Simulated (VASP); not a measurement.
# HgSe (F-43m) in VASP: notebook

Aim: see how the results for HgSe move with the level of theory and the settings. Levels: PBEsol, PBE. Tasks: relaxation of cell and atoms.

Program: VASP 6.6.1. These are calculated values, not measurements. Logs are shortened: lines on timing, memory, paths and dates and some standing lists are left out, and cuts for length are marked.

**1. The structure**

The structure is cubic, space group F-43m (No. 216). Conventional cell: a = 6.078 Å, b = 6.078 Å, c = 6.078 Å, α = 90.00°, β = 90.00°, γ = 90.00°. Hg (site symmetry -43m) has 4 Se at 2.63 Å as nearest neighbours. Se (site symmetry -43m) is surrounded by 4 Hg at 2.63 Å.

**2. Relaxation of cell and atoms, PBEsol**

INCAR

```
ALGO = Normal
EDIFF = 1E-6
EDIFFG = -0.01
ENCUT = 600
GGA = PS
IBRION = 2
ISIF = 3
ISMEAR = 0
KPAR = 4
LASPH = T
LCHARG = F
LREAL = F
LWAVE = F
NELM = 80
NSW = 90
PREC = Accurate
SIGMA = 0.03
```

KPOINTS

```
k-points
0
Gamma
  10 10 10
```

POSCAR

```
HgSe
1.0
    0.0000000000      3.0390000000      3.0390000000
    3.0390000000      0.0000000000      3.0390000000
    3.0390000000      3.0390000000      0.0000000000
Hg Se
1 1
Direct
    0.0000000000      0.0000000000      0.0000000000
    0.2500000000      0.2500000000      0.2500000000
```

Potentials or basis: VASP PAW PBE potentials, release 64 (Hg, Se).

Run with:

```console
> cat potpaw_PBE.64/Hg/POTCAR potpaw_PBE.64/Se/POTCAR > POTCAR
> mpirun -np 4 vasp_std > vasp.out
```

OUTCAR:

```text
EDIFF = 1E-6
   EDIFFG = -0.01
   ENCUT = 600
   GGA = PS
   IBRION = 2
   ISIF = 3
   ISMEAR = 0
   LASPH = T
   LREAL = F
   NELM = 80
   NSW = 90
   PREC = Accurate

 ion  position               nearest neighbor table
   1  0.000  0.000  0.000-   2 2.63   2 2.63   2 2.63   2 2.63
   2  0.250  0.250  0.250-   1 2.63   1 2.63   1 2.63   1 2.63

  LATTYP: Found a face centered cubic cell.
 ALAT       =     6.0780000000

  Lattice vectors:

 A1 = (   0.0000000000,   3.0390000000,   3.0390000000)
 A2 = (   3.0390000000,   0.0000000000,   3.0390000000)
 A3 = (   3.0390000000,   3.0390000000,   0.0000000000)

Analysis of symmetry for initial positions (statically):
=====================================================================
 Subroutine PRICEL returns:
 Original cell was already a primitive cell.

 Routine SETGRP: Setting up the symmetry group for a
 face centered cubic supercell.

 Subroutine GETGRP returns: Found 24 space group operations
 (whereof 24 operations were pure point group operations)
 out of a pool of 48 trial point group operations.

The static configuration has the point symmetry T_d .

Analysis of symmetry for dynamics (positions and initial velocities):
=====================================================================
 Subroutine PRICEL returns:
 Original cell was already a primitive cell.

 Routine SETGRP: Setting up the symmetry group for a
 face centered cubic supercell.

 Subroutine GETGRP returns: Found 24 space group operations
 (whereof 24 operations were pure point group operations)
 out of a pool of 48 trial point group operations.

The dynamic configuration has the point symmetry T_d .

 Subroutine INISYM returns: Found 24 space group operations
 (whereof 24 operations are pure point group operations),
 and found     1 'primitive' translations

----------------------------------------------------------------------------------------

                                     Primitive cell

  volume of cell :      56.1335

  direct lattice vectors                    reciprocal lattice vectors
     0.000000000  3.039000000  3.039000000    -0.164527805  0.164527805  0.164527805
     3.039000000  0.000000000  3.039000000     0.164527805 -0.164527805  0.164527805
     3.039000000  3.039000000  0.000000000     0.164527805  0.164527805 -0.164527805

  length of vectors
     4.297795016  4.297795016  4.297795016     0.284970518  0.284970518  0.284970518

  position of ions in fractional coordinates (direct lattice)
     0.000000000  0.000000000  0.000000000
     0.250000000  0.250000000  0.250000000

  ion indices of the primitive-cell ions
   primitive index   ion index
                 1           1
                 2           2

----------------------------------------------------------------------------------------

 KPOINTS: k-points

Automatic generation of k-mesh.
 Grid dimensions read from file:
 generate k-points for:   10   10   10

 Generating k-lattice:

  Cartesian coordinates                     Fractional coordinates (reciprocal lattice)
    -0.016452781  0.016452781  0.016452781     0.100000000  0.000000000  0.000000000
     0.016452781 -0.016452781  0.016452781     0.000000000  0.100000000  0.000000000
     0.016452781  0.016452781 -0.016452781     0.000000000  0.000000000  0.100000000

  Length of vectors
     0.028497052  0.028497052  0.028497052

  Shift w.r.t. Gamma in fractional coordinates (k-lattice)
     0.000000000  0.000000000  0.000000000

 Subroutine IBZKPT returns following result:
 ===========================================

 Found     47 irreducible k-points:

 Following reciprocal coordinates:
            Coordinates               Weight
  0.000000  0.000000  0.000000      1.000000
  0.100000  0.000000  0.000000      8.000000
  0.200000  0.000000  0.000000      8.000000
  0.300000  0.000000  0.000000      8.000000
  0.400000  0.000000  0.000000      8.000000
  0.500000  0.000000  0.000000      4.000000
[... 16 lines left out ...]
  0.300000  0.300000  0.000000      6.000000
  0.400000  0.300000  0.000000     24.000000
 [... further k-points ...]
   k-points           NKPTS =     47   k-points in BZ     NKDIM =     47   number of bands    NBANDS=     13
   number of dos      NEDOS =    301   number of ions     NIONS =      2
   total plane-waves  NPLWV =  46656
   dimension x,y,z NGX =    36 NGY =   36 NGZ =   36
   dimension x,y,z NGXF=    72 NGYF=   72 NGZF=   72
   ions per type =               1   1
   NGX,Y,Z   is equivalent  to a cutoff of  13.93, 13.93, 13.93 a.u.
   NGXF,Y,Z  is equivalent  to a cutoff of  27.85, 27.85, 27.85 a.u.
 SYSTEM =  unknown system
   PREC   = accura    normal or accurate (medium, high low for compatibility)
   ISTART =      0    job   : 0-new  1-cont  2-samecut
   ICHARG =      2    charge: 1-file 2-atom 10-const
   ISPIN  =      1    spin polarized calculation?
   LNONCOLLINEAR =      F non collinear calculations
   LSORBIT =      F    spin-orbit coupling
   LASPH  =      T    aspherical Exc in radial PAW
   ENCUT  =  600.0 eV  44.10 Ry    6.64 a.u.   8.58  8.58  8.58*2*pi/ulx,y,z
   NELM   =     80;   NELMIN=  2; NELMDL= -5     # of ELM steps
   EDIFF  = 0.1E-05   stopping-criterion for ELM
   LREAL  =      F    real-space projection
   EDIFFG = -.1E-01   stopping-criterion for IOM
   NSW    =     90    number of steps for IOM
   IBRION =      2    ionic relax: 0-MD 1-quasi-New 2-CG
   NFREE  =      1    steps in history (QN), initial steepest desc. (CG)
   ISIF   =      3    stress and relaxation
   ISYM   =      2    0-nonsym 1-usesym 2-fastsym
   POTIM  = 0.5000    time-step for ionic-motion
   TEBEG  =    0.0;   TEEND  =   0.0 temperature during run
   PSTRESS=    0.0 pullay stress
   NELECT =      18.0000    total number of electrons
   NUPDOWN=      -1.0000    fix difference up-down
   EMIN   =  10.00;   EMAX   =-10.00  energy-range for DOS
   EFERMI =   0.00;   METHOD = LEGACY
   ISMEAR =     0;   SIGMA  =   0.03  broadening in eV -4-tet -1-fermi 0-gaus
   EFERMI_NEDOS =   21; number of points for ismear=-14 and -15
   IALGO  =     38    algorithm
   IMIX   =      4    mixing-type and parameters
     AMIX     =   0.40;   BMIX     =  1.00
     AMIX_MAG =   1.60;   BMIX_MAG =  1.00
  volume/ion in A,a.u.               =      28.07       189.40
  Fermi-wavevector in a.u.,A,eV,Ry     =   1.120534  2.117502 17.083421  1.255596
  Thomas-Fermi vector in A             =   2.257181
   LORBIT       =      0    0 simple, 1 ext, 2 COOP (PROOUT), +10 PAW based schemes
   GGA     = PS    functional components
   LHFCALC =     F    Hartree Fock is set to
   AEXX    =    0.0000 exact exchange contribution
   IVDW    =     0    specifies the selected vdW correction
   LEPSILON=     F    determine dielectric tensor
   LRPA    =     F    only Hartree local field effects (RPA)
 conjugate gradient relaxation of ions
 non-spin polarized calculation
 Gauss-broadening in eV      SIGMA  =   0.03
  energy-cutoff  :      600.00
  volume of cell :       56.13
 maximum number of plane-waves:      1895
 NGX is ok and might be reduce to    36
   NGX = 17   NGY = 17   NGZ = 17

--------------------------------------- Ionic step        1  -------------------------------------------

 number of electron      17.9999998 magnetization

 Free energy of the ion-electron system (eV)
  ---------------------------------------------------
  ext. energy  EPLUGINS =         0.00000000
  ---------------------------------------------------
  free energy    TOTEN  =        -4.79964314 eV

  energy without entropy =       -4.79959686  energy(sigma->0) =       -4.79962000

------------------------ aborting loop because EDIFF is reached ----------------------------------------

  FORCE on cell =-STRESS in cart. coord.  units (eV):
  Direction    XX          YY          ZZ          XY          YZ          ZX
  --------------------------------------------------------------------------------------
  -------------------------------------------------------------------------------------
  Total        0.6484433      0.6484433      0.6484433      0.0000000     -0.0000000     -0.0000000
  in kB       18.5080417     18.5080417     18.5080417      0.0000000     -0.0000000     -0.0000000
  external PRESSURE =      18.5080417 kB  Pullay stress =       0.0000000 kB
[... 57 lines left out ...]
  energy  without entropy=       -4.8085706078  energy(sigma->0) =       -4.80859375

--------------------------------------- Ionic step        3  -------------------------------------------

 number of electron      17.9999999 magnetization

 Free energy of the ion-electron system (eV)
  ---------------------------------------------------
  ext. energy  EPLUGINS =         0.00000000
  ---------------------------------------------------
  free energy    TOTEN  =        -4.81027610 eV

  energy without entropy =       -4.81022982  energy(sigma->0) =       -4.81025296

 E-fermi :   1.3248     XC(G=0):  -9.1099

 val. band max:        1.3157018294   @ k =   0.0000   0.0000   0.0000
 cond. band min:       1.7332429901   @ k =   0.1000   0.0000   0.0000
 fundamental gap:      0.4175411607
 Fermi energy:         1.3248389559

 k-point     1 :       0.0000    0.0000    0.0000
  band No.  band energies     occupation
      1     -11.9596      2.00000
      2      -5.6742      2.00000
      3      -5.6742      2.00000
      4      -5.6742      2.00000
      5      -4.9746      2.00000
      6      -4.9746      2.00000
      7       0.2452      2.00000
      8       1.3157      1.33334
      9       1.3157      1.33334
     10       1.3157      1.33333
     11       6.7721      0.00000
     12       6.7721      0.00000
     13       6.7721      0.00000
[... 353 lines left out ...]
 k-point    24 :       0.4000    0.3000    0.0000
  band No.  band energies     occupation
      1     -11.4816      2.00000
      2      -5.5369      2.00000
      3      -5.3300      2.00000
      4      -5.3079      2.00000
      5      -4.9221      2.00000
      6      -4.8951      2.00000
      7      -2.8947      2.00000
      8      -0.5961      2.00000
      9      -0.4319      2.00000
     10       3.9869      0.00000
     11       4.7261      0.00000
     12       8.5062      0.00000
     13       9.4365      0.00000

 [... further k-points ...]
[... 5 lines left out ...]
  --------------------------------------------------------------------------------------
  -------------------------------------------------------------------------------------
  Total        0.0015623      0.0015623      0.0015623      0.0000000      0.0000000     -0.0000000
  in kB        0.0431353      0.0431353      0.0431353      0.0000000      0.0000000     -0.0000000
  external PRESSURE =       0.0431353 kB  Pullay stress =       0.0000000 kB
[... 17 lines left out ...]
  FREE ENERGIE OF THE ION-ELECTRON SYSTEM (eV)
  ---------------------------------------------------
  free  energy   TOTEN  =        -4.8102761007 eV

  energy  without entropy=       -4.8102298215  energy(sigma->0) =       -4.81025296

 reached required accuracy - stopping structural energy minimisation
```

Run time: 18 s. Hardware: 4 MPI ranks of Intel Xeon Platinum 8488C (Sapphire Rapids), shared host; peak memory 0.24 GiB.

What came out:

```yaml
Free_energy: -4.8103 eV
Relaxed_volume: 29.01 Å³/atom
Relaxed_cell: a = 4.346 Å, b = 4.346 Å, c = 4.346 Å, α = 60.00°, β = 60.00°, γ = 60.00°
Space_group_after_relaxing_to_0.05_Å: F-43m (No. 216)
Energy_gained_by_relaxing: 5.3 meV/atom
Ionic_steps: 3
Pressure_after_relaxing: 0.0 GPa
Band_gap_on_the_k_mesh: none (metal or under the smearing width)
```

The path:
```csv
step,energy change (eV),largest force (eV/Å),pressure (GPa),volume (Å³)
1,0.0000,0.0000,1.85,56.13
2,-0.0090,0.0000,-0.67,58.81
3,-0.0106,0.0000,0.00,58.03
```

Final structure:
```
Hg Se
1.0
     0.00000    3.07281    3.07281
     3.07281    0.00000    3.07281
     3.07281    3.07281    0.00000
Hg Se
1 1
Cartesian
  0.0000 0.0000 0.0000
  1.5364 1.5364 1.5364
```

Caveat: the PAW data sets were made with another functional, which shifts forces and pressure a little. Spin-orbit coupling is left out, which matters for the levels of Hg.

**3. Relaxation of cell and atoms, PBEsol**

This run uses another cell than the first one, of 29.01 Å³/atom, 1.034 times its volume.

Edit INCAR of step 2 so:

```diff
@@ -1,4 +1,4 @@
 ALGO = Normal
-EDIFF = 1E-6
-EDIFFG = -0.01
+EDIFF = 1E-7
+EDIFFG = -0.005
 ENCUT = 600
```

KPOINTS is that of step 2.

POSCAR

```
HgSe                                    
1.0
    0.0000000000      3.0728100868      3.0728100868
    3.0728100868     -0.0000000000      3.0728100868
    3.0728100868      3.0728100868     -0.0000000000
  Hg              Se            
     1     1
Direct
     0.0000000000000000    0.0000000000000000    0.0000000000000000
     0.2500000000000000    0.2500000000000000    0.2500000000000000
```

Potentials or basis: VASP PAW PBE potentials, release 64 (Hg, Se).

Run with:

```console
> cat potpaw_PBE.64/Hg/POTCAR potpaw_PBE.64/Se/POTCAR > POTCAR
> mpirun -np 4 vasp_std > vasp.out
```

Wall time 8.4 s (4 MPI ranks of Intel Xeon Platinum 8488C (Sapphire Rapids), shared host); peak memory 0.23 GiB.

Results (log left out):

```yaml
Free_energy: -4.8105 eV
Pressure_after_relaxing: 0.0 GPa
Band_gap_on_the_k_mesh: none (metal or under the smearing width)
```

Final structure:
```
CELL_PARAMETERS angstrom
0.00000 3.07281 3.07281
3.07281 0.00000 3.07281
3.07281 3.07281 0.00000
ATOMIC_POSITIONS crystal
Hg 0.00000 0.00000 0.00000
Se 0.25000 0.25000 0.25000
```

Levels at points of the mesh, in eV from the Fermi level:
```tsv
k point	band 5	band 6	band 7	band 8	band 9	band 10	band 11	band 12	band 13
(0.00, 0.00, 0.00)	-6.30	-6.30	-1.08	-0.01	-0.01	-0.01	5.45	5.45	5.45
(0.50, 0.00, 0.00)	-6.26	-6.00	-5.37	-0.93	-0.93	1.02	6.18	6.18	6.81
(0.50, 0.50, 0.00)	-6.19	-5.96	-4.99	-2.21	-2.21	2.68	2.93	8.25	9.61
```

Caveat: the relaxation stopped at its first step, so nothing moved; the PAW data sets were made with another functional, which shifts forces and pressure a little.

**4. Relaxation of cell and atoms, PBE**

INCAR

```
SYSTEM = HgSe
  PREC = Accurate
  ENCUT = 300
  EDIFF = 1E-6
  ISMEAR = 0
  SIGMA = 0.03
  LREAL = .FALSE.
  LASPH = .TRUE.
  NELM = 80
  ALGO = Normal
  ISIF = 3
  LWAVE = .FALSE.
  LCHARG = .FALSE.
  GGA = PE
  IBRION = 2
  NSW = 90
  EDIFFG = -0.01
```

KPOINTS

```
Automatic mesh
0
G
  5 5 5
  0 0 0
```

POSCAR

```
HgSe
1.0
    0.0000000000      3.0390000000      3.0390000000
    3.0390000000      0.0000000000      3.0390000000
    3.0390000000      3.0390000000      0.0000000000
Hg Se
1 1
Direct
    0.0000000000      0.0000000000      0.0000000000
    0.2500000000      0.2500000000      0.2500000000
```

Potentials or basis: VASP PAW PBE potentials, release 64 (Hg, Se).

Run with:

```console
> cat potpaw_PBE.64/Hg/POTCAR potpaw_PBE.64/Se/POTCAR > POTCAR
> mpirun -np 1 vasp_std > vasp.out
```

OUTCAR:

```text
SYSTEM = HgSe
   PREC = Accurate
   ENCUT = 300
   EDIFF = 1E-6
   ISMEAR = 0
   LREAL = .FALSE.
   LASPH = .TRUE.
   NELM = 80
   ISIF = 3
   GGA = PE
   IBRION = 2
   NSW = 90
   EDIFFG = -0.01

 ion  position               nearest neighbor table
   1  0.000  0.000  0.000-   2 2.63   2 2.63   2 2.63   2 2.63
   2  0.250  0.250  0.250-   1 2.63   1 2.63   1 2.63   1 2.63

  LATTYP: Found a face centered cubic cell.
 ALAT       =     6.0780000000

  Lattice vectors:

 A1 = (   0.0000000000,   3.0390000000,   3.0390000000)
 A2 = (   3.0390000000,   0.0000000000,   3.0390000000)
 A3 = (   3.0390000000,   3.0390000000,   0.0000000000)

Analysis of symmetry for initial positions (statically):
=====================================================================
 Subroutine PRICEL returns:
 Original cell was already a primitive cell.

 Routine SETGRP: Setting up the symmetry group for a
 face centered cubic supercell.

 Subroutine GETGRP returns: Found 24 space group operations
 (whereof 24 operations were pure point group operations)
 out of a pool of 48 trial point group operations.

The static configuration has the point symmetry T_d .

Analysis of symmetry for dynamics (positions and initial velocities):
[... 141 lines left out ...]
  ext. energy  EPLUGINS =         0.00000000
  ---------------------------------------------------
  free energy    TOTEN  =        -3.98477848 eV

  energy without entropy =       -3.98440825  energy(sigma->0) =       -3.98459337

------------------------ aborting loop because EDIFF is reached ----------------------------------------

  FORCE on cell =-STRESS in cart. coord.  units (eV):
  Direction    XX          YY          ZZ          XY          YZ          ZX
  --------------------------------------------------------------------------------------
  -------------------------------------------------------------------------------------
  Total        1.6969478      1.6969478      1.6969478      0.0000000      0.0000000     -0.0000000
  in kB       48.4347398     48.4347398     48.4347398      0.0000000      0.0000000     -0.0000000
  external PRESSURE =      48.4347398 kB  Pullay stress =       0.0000000 kB
[... 59 lines left out ...]
--------------------------------------- Ionic step        3  -------------------------------------------

 number of electron      18.0000003 magnetization

 Free energy of the ion-electron system (eV)
  ---------------------------------------------------
  ext. energy  EPLUGINS =         0.00000000
  ---------------------------------------------------
  free energy    TOTEN  =        -4.05885999 eV

  energy without entropy =       -4.05848976  energy(sigma->0) =       -4.05867488

 E-fermi :   0.9493     XC(G=0):  -8.6289

 val. band max:        0.9401590783   @ k =   0.0000   0.0000   0.0000
 cond. band min:       1.8192346354   @ k =   0.2000   0.0000   0.0000
 fundamental gap:      0.8790755572
 Fermi energy:         0.9492960171

 k-point     1 :       0.0000    0.0000    0.0000
  band No.  band energies     occupation
      1     -11.9312      2.00000
      2      -5.7289      2.00000
      3      -5.7289      2.00000
      4      -5.7289      2.00000
      5      -5.1293      2.00000
      6      -5.1293      2.00000
      7      -0.1200      2.00000
      8       0.9402      1.33334
      9       0.9402      1.33333
     10       0.9402      1.33333
     11       6.5203      0.00000
     12       6.5203      0.00000
     13       6.5203      0.00000
[... 171 lines left out ...]
  FREE ENERGIE OF THE ION-ELECTRON SYSTEM (eV)
  ---------------------------------------------------
  free  energy   TOTEN  =        -4.0588599928 eV

  energy  without entropy=       -4.0584897633  energy(sigma->0) =       -4.05867488

 reached required accuracy - stopping structural energy minimisation
```

It used 7.6 s of CPU time on 1 thread of Intel(R) Xeon(R) Platinum 8559C (Emerald Rapids), on a shared host, which was overloaded at the time.

Results:

| Property | Result |
| --- | --- |
| Free energy | -4.0589 eV |
| Relaxed volume | 30.76 Å³/atom |
| Relaxed cell | a = 4.431 Å, b = 4.431 Å, c = 4.431 Å, α = 60.00°, β = 60.00°, γ = 60.00° |
| Space group after relaxing (to 0.05 Å) | F-43m (No. 216) |
| Energy gained by relaxing | 37.0 meV/atom |
| Ionic steps | 3 |
| Pressure after relaxing | 0.0 GPa |
| Band gap on the k mesh | none (metal or under the smearing width) |

The path:
```csv
step,energy change (eV),largest force (eV/Å),pressure (GPa),volume (Å³)
1,0.0000,0.0000,4.84,56.13
2,-0.0680,0.0000,-1.07,63.31
3,-0.0741,0.0000,0.01,61.52
```

Final structure:
```cif
data_structure
_symmetry_space_group_name_H-M 'P 1'
_symmetry_Int_Tables_number 1
_cell_length_a 4.4310
_cell_length_b 4.4310
_cell_length_c 4.4310
_cell_angle_alpha 60.000
_cell_angle_beta 60.000
_cell_angle_gamma 60.000
_cell_volume 61.52
loop_
_atom_site_label
_atom_site_type_symbol
_atom_site_fract_x
_atom_site_fract_y
_atom_site_fract_z
_atom_site_occupancy
Hg1 Hg 0.00000 0.00000 0.00000 1
Se1 Se 0.25000 0.25000 0.25000 1
```
